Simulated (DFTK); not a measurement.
Write the native input for DFTK 0.8.2 that does the following.

```
Task                         : band structure
Functional                   : r2SCAN
Potentials or basis          : SG15 1.2 (PBE)
Cutoff                       : 1225 eV
k mesh                       : 12 × 12 × 12
Occupations                  : fermi-dirac, width 0.05 eV
Spin                         : no spin polarisation
Valence electrons            : Pd 18
SCF tolerance on the density : 1e-06
```

Pd:

```xyz
1
Lattice="0.0000 1.9465 1.9465 1.9465 0.0000 1.9465 1.9465 1.9465 0.0000" Properties=species:S:1:pos:R:3 pbc="T T T"
Pd    0.0000    0.0000    0.0000
```

One way to write it, as run:

run.jl

```julia
using DFTK
using PseudoPotentialData
using Unitful, UnitfulAtomic
using LinearAlgebra, Printf
include("save.jl")
disable_threading()

# lattice vectors are the columns
lattice = austrip(1u"Å") * [           0.0         1.9465         1.9465;
                   1.9465            0.0         1.9465;
                   1.9465         1.9465            0.0]
symbols   = [:Pd]
positions = [[0.0, 0.0, 0.0]]
pseudopotentials = Dict(:Pd => "Pd.upf")
elements = Dict(s => ElementPsp(s, pseudopotentials; rcut=10.0) for s in unique(symbols))
atoms    = [elements[s] for s in symbols]

build_model(lattice, positions; symmetries=true) =
    model_DFT(lattice, atoms, positions;
              functionals=r2SCAN(),
              temperature=austrip(0.05u"eV"),
              smearing=Smearing.FermiDirac(),
              symmetries)
Ecut  = 45.0  # hartree
kgrid = [12, 12, 12]
tol   = 1e-6
to_GPa = ustrip(uconvert(u"GPa", 1u"hartree/bohr^3"))

model = build_model(lattice, positions)
basis = PlaneWaveBasis(model; Ecut, kgrid)
display(basis)
scfres = self_consistent_field(basis;
                               tol,
                               nbandsalg=AdaptiveBands(model; n_bands_converge=14))
display(scfres.energies)
@printf "Fermi level: %.6f eV\n" ustrip(auconvert(u"eV", something(scfres.εF, NaN)))
forces = compute_forces_cart(scfres)
println("Forces (eV/Å)")
for (s, f) in zip(symbols, forces)
    @printf "%-3s %12.6f %12.6f %12.6f\n" s ustrip.(auconvert.(u"eV/Å", f))...
end
stress = compute_stresses_cart(scfres)
println("Stress (GPa)")
display(round.(stress * to_GPa; digits=4))
println("Levels at the first k-point (eV): ", round.(ustrip.(auconvert.(u"eV", scfres.eigenvalues[1][1:scfres.n_bands_converge])); digits=4))
save_scf!(scfres; forces, stress)

points = Dict("G" => [0.0, 0.0, 0.0], "K" => [0.375, 0.375, 0.75], "L" => [0.5, 0.5, 0.5], "U" => [0.625, 0.25, 0.625], "W" => [0.5, 0.25, 0.75], "X" => [0.5, 0.0, 0.5])
segments = [("G", "X", 7), ("X", "W", 4), ("W", "K", 3), ("K", "G", 7), ("G", "L", 6), ("L", "U", 4), ("U", "W", 3), ("W", "L", 5), ("L", "K", 4), ("U", "X", 3)]
kcoords = vcat([[points[a] + t * (points[b] - points[a]) for t in range(0, 1, n)] for (a, b, n) in segments]...)
bands = compute_bands(scfres, ExplicitKpoints(kcoords); n_bands=16, tol=1e-5)
for (k, ε) in zip(bands.basis.kpoints, bands.eigenvalues)
    @printf "%d %8.4f %8.4f %8.4f " k.spin k.coordinate...
    println(join([@sprintf("%9.4f", e) for e in ustrip.(auconvert.(u"eV", ε .- scfres.εF))]))
end
results["band_energies"] = rows(bands.eigenvalues); results["band_kpoints"] = rows(kcoords)
```

Potentials or basis: SG15 1.2 (PBE).

Launch:

```bash
$ julia --threads=1 run.jl  # save.jl only writes the numbers to a file and isn't shown; printed stress counts tension as positive; times include loading and compiling
```

Results of the run:

```yaml
Pressure: 0.8 GPa
Band_gap_on_the_k_mesh: none (metal or under the smearing width)
```

Caveat: the potentials were made for another functional, which shifts forces and pressure.

It took 3.8 min on 1 thread of Intel(R) Xeon(R) 6975P-C (Granite Rapids), with other jobs on the host, peak memory 1.7 GiB.
